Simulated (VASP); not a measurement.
Write the native input for VASP 6.6.1 that does the following.

```yaml
Task: relaxation of cell and atoms
Functional: PBE
Dispersion: D3(BJ)
Potentials_or_basis: VASP PAW PBE potentials, release 64 (Mo_sv, S)
Cutoff: 600 eV
k_mesh: 8 × 8 × 4
Occupations: gaussian, width 0.02 eV
Spin: no spin polarisation
Ladder: gaps
Further_INCAR_settings: ALGO = Normal; EDIFF = 1e-06; IBRION = 2; EDIFFG = -0.005; NSW = 60; ISIF = 3
```

The structure of MoS2 lies in POSCAR:

```
MoS2
1.0
    3.1690000000      0.0000000000      0.0000000000
   -1.5845000000      2.7444345046      0.0000000000
    0.0000000000      0.0000000000     12.3240000000
Mo S
2 4
Direct
    0.6666666667      0.3333333333      0.7500000000
    0.3333333333      0.6666666667      0.2500000000
    0.6666666667      0.3333333333      0.3770000000
    0.3333333333      0.6666666667      0.8770000000
    0.6666666667      0.3333333333      0.1230000000
    0.3333333333      0.6666666667      0.6230000000
```

One way to write it, as run:

INCAR

```
SYSTEM = MoS2
  ALGO = Normal
  EDIFF = 1E-6
  EDIFFG = -0.005
  ENCUT = 600
  GGA = PE
  IBRION = 2
  ISIF = 3
  ISMEAR = 0
  IVDW = 12
  KPAR = 2
  LASPH = .TRUE.
  LCHARG = .FALSE.
  LREAL = .FALSE.
  LWAVE = .FALSE.
  NELM = 100
  NSW = 60
  PREC = Accurate
  SIGMA = 0.02
```

KPOINTS

```
k-points
0
G
  8 8 4
  0 0 0
```

Potentials or basis: VASP PAW PBE potentials, release 64 (Mo_sv, S).

Launch:

```console
$ cat potpaw_PBE.64/Mo_sv/POTCAR potpaw_PBE.64/S/POTCAR > POTCAR
$ mpirun -np 2 vasp_std > vasp.out
```

It gave:

```yaml
Relaxed_volume: 17.30 Å³/atom
Relaxed_cell: a = 3.149 Å, b = 3.149 Å, c = 12.088 Å, α = 90.00°, β = 90.00°, γ = 120.00°
Space_group_after_relaxing_to_0.05_Å: P6_3/mmc (No. 194)
Energy_gained_by_relaxing: 2.8 meV/atom
Ionic_steps: 11
Pressure_after_relaxing: 0.0 GPa
Band_gap_on_the_k_mesh: 0.90 eV, indirect (least direct gap 1.98 eV)
Dispersion_energy_per_atom: -0.438 eV
```

Run time: 4.8 min on 2 MPI ranks on AMD EPYC 9R45 (Zen 5), on a shared host, peak memory 0.31 GiB a rank.
